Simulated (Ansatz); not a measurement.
# Does disorder add resistance in series? Mo(100) layers with 25 % Pd

Two lengths of the disordered region are known. What area resistance does the third give?

**Method.** Ansatz 0.2.0, plane waves with PAW datasets at their recommended cutoffs (420 eV for most), Fermi-Dirac smearing; ballistic transmission by layer matching. The area resistance is RA = A (h/2e²)(1/T − 1/N), with T the zone-mean transmission per spin and N the lead's channels, both averaged over a few energies near the Fermi level; for magnets each spin is taken apart, with h/e², and the two conduct in parallel. Lateral cell 2x2, PBE, a fresh random draw for each length.

The runs, with one result withheld:

```tsv
length (Å)	channels N	RA (fΩ m²)
6.29	6.740	0.807
12.6	6.677	1.21
18.9	6.656	?
```

**Estimate by hand.**

Ohm's law makes RA linear in the length: the slope is (1.21 − 0.807)/(12.6 − 6.29) = 0.0647 fΩ m² per Å, or 65 µΩ cm. Then 1.21 + 0.0647 × 6.29. Predicted: 1.62 fΩ m².

**The withheld run.**

1.74 fΩ m², so the prediction is 6.7 % too low. The three lengths together give 74 µΩ cm. The two increments are 0.41 and 0.52 fΩ m², roughly as Ohm's law has it, though with one draw for each length that is a weak test.

**Limits.** The scatterers repeat sideways with the small cell. The slope is a raw one; a model of isotropic scattering puts it 1.01 times the bulk value over these lengths. Atoms sit unrelaxed on the host's lattice, and the pair may not mix at random in practice.

[Logs are printed without paths, hosts, clocks, repeated set-up lines and the standing remarks that a program may print on its own settings, such as how far it seeks lower states.]
